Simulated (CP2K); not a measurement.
# CaF2 (Fluorite) (Fm-3m) in CP2K: notebook

The runs below take CaF2 (Fluorite) through single point, equation of state, with PBEsol.

All numbers are computed with CP2K 2026.2; they aren't measurements. Logs are shortened: lines on timing, memory, paths and dates and some standing lists are left out, and cuts for length are marked.

## 1. Starting point

The structure is cubic, space group Fm-3m (No. 225). Conventional cell: a = 5.462 Å, b = 5.462 Å, c = 5.462 Å, α = 90.00°, β = 90.00°, γ = 90.00°. Ca (site symmetry m-3m) is surrounded by 8 F at 2.37 Å. F (site symmetry -43m) has 4 Ca at 2.37 Å as nearest neighbours.

## 2. Single point, PBEsol, 13.58 Å³/atom

caf2_eos.inp reads:

```
&GLOBAL
  PROJECT caf2_eos
  RUN_TYPE ENERGY_FORCE
  PRINT_LEVEL LOW
&END GLOBAL
&FORCE_EVAL
  METHOD QS
  STRESS_TENSOR ANALYTICAL
  &DFT
    BASIS_SET_FILE_NAME BASIS_MOLOPT_UZH
    POTENTIAL_FILE_NAME POTENTIAL_UZH
    &MGRID
      CUTOFF 750
      REL_CUTOFF 60
      NGRIDS 5
    &END MGRID
    &QS
      METHOD GPW
      EPS_DEFAULT 1.0E-9
    &END QS
    &KPOINTS
      SCHEME MONKHORST-PACK 8 8 8
      GAMMA_CENTERED T
      SYMMETRY T
      SYMMETRY_BACKEND SPGLIB
    &END KPOINTS
    &SCF
      SCF_GUESS ATOMIC
      EPS_SCF 1.0E-6
      MAX_SCF 100
      ADDED_MOS 12
      CHOLESKY OFF
      EPS_EIGVAL 1.0E-7
      &DIAGONALIZATION ON
        ALGORITHM STANDARD
      &END DIAGONALIZATION
      &MIXING ON
        METHOD BROYDEN_MIXING
        ALPHA 0.4
        BETA 1.5
        NBUFFER 8
      &END MIXING
      &SMEAR ON
        METHOD FERMI_DIRAC
        ELECTRONIC_TEMPERATURE [K] 116.045
      &END SMEAR
    &END SCF
    &XC
      &XC_FUNCTIONAL
        &GGA_X_PBE_SOL
        &END GGA_X_PBE_SOL
        &GGA_C_PBE_SOL
        &END GGA_C_PBE_SOL
      &END XC_FUNCTIONAL
    &END XC
    &PRINT
      &KPOINTS ON
      &END KPOINTS
      &MULLIKEN ON
      &END MULLIKEN
      &MO ON
        ENERGIES T
        OCCUPATION_NUMBERS T
        &EACH
          QS_SCF 0
        &END EACH
        ADD_LAST NUMERIC
      &END MO
    &END PRINT
  &END DFT
  &SUBSYS
    &CELL
      A 3.8622172388 0.0000000000 0.0000000000
      B 1.9311086194 3.3447782438 0.0000000000
      C 1.9311086194 1.1149260813 3.1534871703
      PERIODIC XYZ
    &END CELL
    &COORD
      SCALED
      Ca  0.0000000000 0.0000000000 0.0000000000
      F   0.7500000000 0.7500000000 0.7500000000
      F   0.2500000000 0.2500000000 0.2500000000
    &END COORD
    &KIND Ca
      BASIS_SET TZVP-MOLOPT-PBE-GTH-q10
      POTENTIAL GTH-PBE-q10
    &END KIND
    &KIND F
      BASIS_SET TZVP-MOLOPT-PBE-GTH-q7
      POTENTIAL GTH-PBE-q7
    &END KIND
    &PRINT
      &ATOMIC_COORDINATES ON
      &END ATOMIC_COORDINATES
      &CELL ON
      &END CELL
    &END PRINT
  &END SUBSYS
  &PRINT
    &FORCES ON
    &END FORCES
    &STRESS_TENSOR ON
    &END STRESS_TENSOR
  &END PRINT
&END FORCE_EVAL
```

Potentials or basis: POTENTIAL_UZH Ca GTH-PBE-q10, F GTH-PBE-q7; TZVP-MOLOPT-PBE-GTH basis.

Run with:

```
OMP_NUM_THREADS=2 cp2k.psmp -i caf2_eos.inp -o caf2_eos.out
```

caf2_eos.out:

```text

 CP2K| version string:                                       CP2K version 2026.2
 CP2K| Input file name                                              caf2_eos.inp

 GLOBAL| Force Environment number                                              1
 GLOBAL| Basis set file name                                    BASIS_MOLOPT_UZH
 GLOBAL| Potential file name                                       POTENTIAL_UZH
 GLOBAL| MM Potential file name                                     MM_POTENTIAL
 GLOBAL| Coordinate file name                                      __STD_INPUT__
 GLOBAL| Method name                                                        CP2K
 GLOBAL| Project name                                                   caf2_eos
 GLOBAL| Run type                                                   ENERGY_FORCE
 GLOBAL| FFT library                                                       FFTW3
 GLOBAL| Diagonalization library                                       ScaLAPACK
 GLOBAL| Cholesky decomposition library                                ScaLAPACK
 GLOBAL| DGEMM library                                                      BLAS
 GLOBAL| Direct generalized diagonalization requested                          F
 GLOBAL| Matrix multiplication library                                 ScaLAPACK
 GLOBAL| Global print level                                                  LOW
 GLOBAL| Total number of message passing processes                             1
 GLOBAL| Number of threads for this process                                    2
 GLOBAL| CPU model name                                                  UNKNOWN

 CELL| Volume [angstrom^3]:                                            40.737568
 CELL| Vector a [angstrom]:       3.862     0.000     0.000   |a| =     3.862217
 CELL| Vector b [angstrom]:       1.931     3.345     0.000   |b| =     3.862217
 CELL| Vector c [angstrom]:       1.931     1.115     3.153   |c| =     3.862217
 CELL| Angle (b,c), alpha [degree]:                                    60.000000
 CELL| Angle (a,c), beta  [degree]:                                    60.000000
 CELL| Angle (a,b), gamma [degree]:                                    60.000000
 CELL| Numerically orthorhombic:                                              NO
 CELL| Periodicity                                                           XYZ

 CELL_REF| Volume [angstrom^3]:                                        40.737568
 CELL_REF| Vector a [angstrom     3.862     0.000     0.000   |a| =     3.862217
 CELL_REF| Vector b [angstrom     1.931     3.345     0.000   |b| =     3.862217
 CELL_REF| Vector c [angstrom     1.931     1.115     3.153   |c| =     3.862217
 CELL_REF| Angle (b,c), alpha [degree]:                                60.000000
 CELL_REF| Angle (a,c), beta  [degree]:                                60.000000
 CELL_REF| Angle (a,b), gamma [degree]:                                60.000000
 CELL_REF| Numerically orthorhombic:                                          NO
 CELL_REF| Periodicity                                                       XYZ

 GENERATE|  Preliminary Number of Bonds generated:                             0
 GENERATE|  Achieved consistency in connectivity generation.

 *******************************************************************************
 *******************************************************************************
[... 113 lines left out ...]
     9 Broy./Diag. 0.40E+00    1.4     0.00053385       -85.2607393997  1.00E-03
    10 Broy./Diag. 0.40E+00    1.4     0.00017438       -85.2612190093 -4.80E-04
    11 Broy./Diag. 0.40E+00    1.4     0.00004508       -85.2615932425 -3.74E-04
    12 Broy./Diag. 0.40E+00    1.4     0.00000652       -85.2615880541  5.19E-06
    13 Broy./Diag. 0.40E+00    1.4     0.00000520       -85.2615803213  7.73E-06
    14 Broy./Diag. 0.40E+00    1.4     0.00000009       -85.2615805838 -2.63E-07

  *** SCF run converged in    14 steps ***

  Electronic density on regular grids:        -23.9999999576        0.0000000424
  Core density on regular grids:               23.9999999945       -0.0000000055
  Total charge density on r-space grids:        0.0000000369
  Total charge density g-space grids:           0.0000000369

  Overlap energy of the core charge distribution:               0.00000000000000
  Self energy of the core charge distribution:               -206.12549311156059
  Core Hamiltonian energy:                                     54.22946126240689
  Hartree energy:                                              81.00991142062595
  Exchange-correlation energy:                                -14.37546015529317
  Electronic entropic energy:                                  -0.00000000000000
  Fermi energy:                                                 0.25622176982491

  Total energy:                                               -85.26158058382092
  Total energy (extrapolated to T->0):                        -85.26158058382092

 MO| EIGENVALUES AND OCCUPATION NUMBERS FOR K POINT 1
 MO|
 MO|  Index      Eigenvalue [a.u.]        Eigenvalue [eV]             Occupation
 MO|      1              -1.242961             -33.822677               2.000000
 MO|      2              -0.659360             -17.942107               2.000000
 MO|      3              -0.638112             -17.363915               2.000000
 MO|      4              -0.546814             -14.879575               2.000000
 MO|      5              -0.546814             -14.879574               2.000000
 MO|      6              -0.529720             -14.414405               2.000000
[... 419 lines left out ...]
 MO|     23               1.067416              29.045862               0.000000
 MO|     24               1.129633              30.738865               0.000000
 MO| Sum:                                                              24.000000
 MO| E(Fermi):            0.256222 a.u.          6.972149 eV
 MO| Band gap:            0.333291 a.u.          9.069296 eV

 [... the levels of further k-points ...]

 !-----------------------------------------------------------------------------!
                     Mulliken Population Analysis

 #  Atom  Element  Kind  Atomic population                           Net charge
       1     Ca       1          8.525490                              1.474510
       2     F        2          7.737255                             -0.737255
       3     F        2          7.737255                             -0.737255
 # Total charge                             24.000000                  0.000000

 !-----------------------------------------------------------------------------!

 ENERGY| Total FORCE_EVAL ( QS ) energy [hartree]            -85.261582794713235

 FORCES| Atomic forces [hartree/bohr]
 FORCES|   Atom     x               y               z               |f|
 FORCES|      1  1.56371473E-12  1.16252778E-12  6.33947813E-14   1.94953673E-12
 FORCES|      2 -1.08678929E-07 -6.82367686E-08  5.66322883E-07   5.80679751E-07
 FORCES|      3  1.08675980E-07  6.82212739E-08 -5.66338665E-07   5.80692772E-07
 FORCES| Sum    -1.38449668E-12 -1.43321519E-11 -1.57192942E-11
 FORCES| Total atomic force                                       2.13172141E-11

 STRESS| Analytical stress tensor [bar]
 STRESS|                        x                   y                   z
 STRESS|      x       -6.00811421709E+03   1.98325741601E+01   1.40337118548E+01
 STRESS|      y        1.98325741601E+01  -6.03023600807E+03   7.34834372253E+00
 STRESS|      z        1.40337118548E+01   7.34834372253E+00  -6.03543856057E+03
 STRESS| 1/3 Trace                                            -6.02459626191E+03
 STRESS| Determinant                                          -2.18662141423E+11

 STRESS| Eigenvectors and eigenvalues of the analytical stress tensor [bar]
 STRESS|                        1                   2                   3
 STRESS| Eigenvalues  -6.04230588974E+03  -6.04063243075E+03  -5.99085046524E+03
 STRESS|      x          -0.579226414580      0.002414617350      0.815163131082
 STRESS|      y           0.663085443696     -0.580257098059      0.472884123766
 STRESS|      z           0.474146027097      0.814429781979      0.334499140826
```

It took 23 s on 2 threads of Arm Neoverse V1, shared host; peak memory 0.34 GiB.

Results:

* Free energy: -2320.0857 eV
* Pressure: -0.6 GPa
* Band gap on the k mesh: 7.02 eV, indirect (least direct gap 7.29 eV)
* Mulliken charges: Ca +1.47; F -0.74 e

Caveat: Mulliken charges move with the basis; the potentials were made for another functional, which shifts forces and pressure; the basis of atomic orbitals isn't converged, which shifts pressures, moduli and gaps.

## 3. Single point, PBEsol, 13.31 Å³/atom (volume scaled by 0.98)

caf2_eos.inp: that of step 2 with these lines changed.

```diff
@@ -11,2 +11,3 @@
     POTENTIAL_FILE_NAME POTENTIAL_UZH
+    WFN_RESTART_FILE_NAME previous-RESTART.kp
     &MGRID
@@ -27,3 +28,3 @@
     &SCF
-      SCF_GUESS ATOMIC
+      SCF_GUESS RESTART
       EPS_SCF 1.0E-6
@@ -72,5 +73,5 @@
     &CELL
-      A 3.8622172388 0.0000000000 0.0000000000
-      B 1.9311086194 3.3447782438 0.0000000000
-      C 1.9311086194 1.1149260813 3.1534871703
+      A 3.8362955367 0.0000000000 0.0000000000
+      B 1.9181477683 3.3223293913 0.0000000000
+      C 1.9181477683 1.1074431305 3.1323221892
       PERIODIC XYZ
```

Potentials or basis: POTENTIAL_UZH Ca GTH-PBE-q10, F GTH-PBE-q7; TZVP-MOLOPT-PBE-GTH basis.

Run with:

```
OMP_NUM_THREADS=2 cp2k.psmp -i caf2_eos.inp -o caf2_eos.out
```

It took 19 s on 2 threads of Arm Neoverse V1, shared host; peak memory 0.34 GiB.

The run converged. Its results:

| Property | Result |
| --- | --- |
| Free energy | -2320.0845 eV |
| Pressure | 1.1 GPa |
| Band gap on the k mesh | 7.14 eV, indirect (least direct gap 7.41 eV) |
| Mulliken charges | Ca +1.47; F -0.74 e |

Caveat: Mulliken charges move with the basis; the potentials were made for another functional, which shifts forces and pressure; the basis of atomic orbitals isn't converged, which shifts pressures, moduli and gaps.

## 4. Single point, PBEsol, 13.85 Å³/atom (volume scaled by 1.02)

caf2_eos.inp: that of step 3 with these lines changed.

```diff
@@ -73,5 +73,5 @@
     &CELL
-      A 3.8362955367 0.0000000000 0.0000000000
-      B 1.9181477683 3.3223293913 0.0000000000
-      C 1.9181477683 1.1074431305 3.1323221892
+      A 3.8877955818 0.0000000000 0.0000000000
+      B 1.9438977909 3.3669297387 0.0000000000
+      C 1.9438977909 1.1223099129 3.1743717999
       PERIODIC XYZ
```

Run with:

```
OMP_NUM_THREADS=2 cp2k.psmp -i caf2_eos.inp -o caf2_eos.out
```

Wall time 19 s (2 threads of Arm Neoverse V1, shared host); peak memory 0.41 GiB.

Results (log left out):

| Item | Value |
| --- | --- |
| Free energy | -2320.0759 eV |
| Pressure | -2.2 GPa |
| Band gap on the k mesh | 6.91 eV, indirect (least direct gap 7.17 eV) |
| Mulliken charges | Ca +1.48; F -0.74 e |

Caveat: Mulliken charges move with the basis; the potentials were made for another functional, which shifts forces and pressure; the basis of atomic orbitals isn't converged, which shifts pressures, moduli and gaps.

## 5. Single point, PBEsol, 13.04 Å³/atom (volume scaled by 0.96)

caf2_eos.inp: that of step 4 with these lines changed.

```diff
@@ -73,5 +73,5 @@
     &CELL
-      A 3.8877955818 0.0000000000 0.0000000000
-      B 1.9438977909 3.3669297387 0.0000000000
-      C 1.9438977909 1.1223099129 3.1743717999
+      A 3.8100187152 0.0000000000 0.0000000000
+      B 1.9050093576 3.2995729963 0.0000000000
+      C 1.9050093576 1.0998576655 3.1108672543
       PERIODIC XYZ
```

Run with:

```
OMP_NUM_THREADS=2 cp2k.psmp -i caf2_eos.inp -o caf2_eos.out
```

Wall time 21 s (2 threads of Arm Neoverse V1, shared host); peak memory 0.35 GiB.

It converged, with:

```yaml
Free_energy: -2320.0740 eV
Pressure: 3.0 GPa
Band_gap_on_the_k_mesh: 7.26 eV, indirect (least direct gap 7.53 eV)
Mulliken_charges: Ca +1.47; F -0.74 e
```

Caveat: Mulliken charges move with the basis; the potentials were made for another functional, which shifts forces and pressure; the basis of atomic orbitals isn't converged, which shifts pressures, moduli and gaps.

## 6. Single point, PBEsol, 14.12 Å³/atom (volume scaled by 1.04)

caf2_eos.inp: that of step 5 with these lines changed.

```diff
@@ -73,5 +73,5 @@
     &CELL
-      A 3.8100187152 0.0000000000 0.0000000000
-      B 1.9050093576 3.2995729963 0.0000000000
-      C 1.9050093576 1.0998576655 3.1108672543
+      A 3.9130417151 0.0000000000 0.0000000000
+      B 1.9565208575 3.3887935314 0.0000000000
+      C 1.9565208575 1.1295978438 3.1949851814
       PERIODIC XYZ
```

Potentials or basis: POTENTIAL_UZH Ca GTH-PBE-q10, F GTH-PBE-q7; TZVP-MOLOPT-PBE-GTH basis.

Run with:

```
OMP_NUM_THREADS=2 cp2k.psmp -i caf2_eos.inp -o caf2_eos.out
```

Wall time 20 s (2 threads of Arm Neoverse V1, shared host); peak memory 0.41 GiB.

The run converged. Its results:

* Free energy: -2320.0614 eV
* Pressure: -3.5 GPa
* Band gap on the k mesh: 6.80 eV, indirect (least direct gap 7.06 eV)
* Mulliken charges: Ca +1.48; F -0.74 e

Caveat: Mulliken charges move with the basis; the potentials were made for another functional, which shifts forces and pressure; the basis of atomic orbitals isn't converged, which shifts pressures, moduli and gaps.

## 7. Single point, PBEsol, 12.76 Å³/atom (volume scaled by 0.94)

caf2_eos.inp: that of step 6 with these lines changed.

```diff
@@ -73,5 +73,5 @@
     &CELL
-      A 3.9130417151 0.0000000000 0.0000000000
-      B 1.9565208575 3.3887935314 0.0000000000
-      C 1.9565208575 1.1295978438 3.1949851814
+      A 3.7833743560 0.0000000000 0.0000000000
+      B 1.8916871780 3.2764983044 0.0000000000
+      C 1.8916871780 1.0921661015 3.0891122260
       PERIODIC XYZ
```

Run with:

```
OMP_NUM_THREADS=2 cp2k.psmp -i caf2_eos.inp -o caf2_eos.out
```

It took 18 s on 2 threads of Arm Neoverse V1, shared host; peak memory 0.34 GiB.

It converged, with:

```
Free energy            : -2320.0533 eV
Pressure               : 5.2 GPa
Band gap on the k mesh : 7.39 eV, indirect (least direct gap 7.66 eV)
Mulliken charges       : Ca +1.47; F -0.74 e
```

Caveat: Mulliken charges move with the basis; the potentials were made for another functional, which shifts forces and pressure; the basis of atomic orbitals isn't converged, which shifts pressures, moduli and gaps.

## 8. Single point, PBEsol, 14.39 Å³/atom (volume scaled by 1.06)

caf2_eos.inp: that of step 7 with these lines changed.

```diff
@@ -73,5 +73,5 @@
     &CELL
-      A 3.7833743560 0.0000000000 0.0000000000
-      B 1.8916871780 3.2764983044 0.0000000000
-      C 1.8916871780 1.0921661015 3.0891122260
+      A 3.9379662197 0.0000000000 0.0000000000
+      B 1.9689831098 3.4103787855 0.0000000000
+      C 1.9689831098 1.1367929285 3.2153359542
       PERIODIC XYZ
```

Run with:

```
OMP_NUM_THREADS=2 cp2k.psmp -i caf2_eos.inp -o caf2_eos.out
```

Wall time 19 s (2 threads of Arm Neoverse V1, shared host); peak memory 0.41 GiB.

It converged, with:

- Free energy: -2320.0404 eV
- Pressure: -4.7 GPa
- Band gap on the k mesh: 6.70 eV, indirect (least direct gap 6.95 eV)
- Mulliken charges: Ca +1.48; F -0.74 e

Caveat: Mulliken charges move with the basis; the potentials were made for another functional, which shifts forces and pressure; the basis of atomic orbitals isn't converged, which shifts pressures, moduli and gaps.

## 9. Equation of state, PBEsol

Potentials or basis: POTENTIAL_UZH Ca GTH-PBE-q10, F GTH-PBE-q7; TZVP-MOLOPT-PBE-GTH basis.

This step only gathers the single runs of the series.

Results:

* Equilibrium volume: 13.45 Å³/atom
* Bulk modulus: 87 GPa
* Pressure derivative of the bulk modulus: 6.8 (rough: it moves with the points fitted)

Energy against volume, from the lowest point:
```csv
volume (Å³/atom),energy (meV/atom)
12.764,10.78
13.036,3.87
13.308,0.40
13.579,0.00
13.851,3.25
14.122,8.08
14.394,15.10
```

Caveat: the potentials were made for another functional, which shifts forces and pressure; the basis of atomic orbitals isn't converged, which shifts pressures, moduli and gaps.
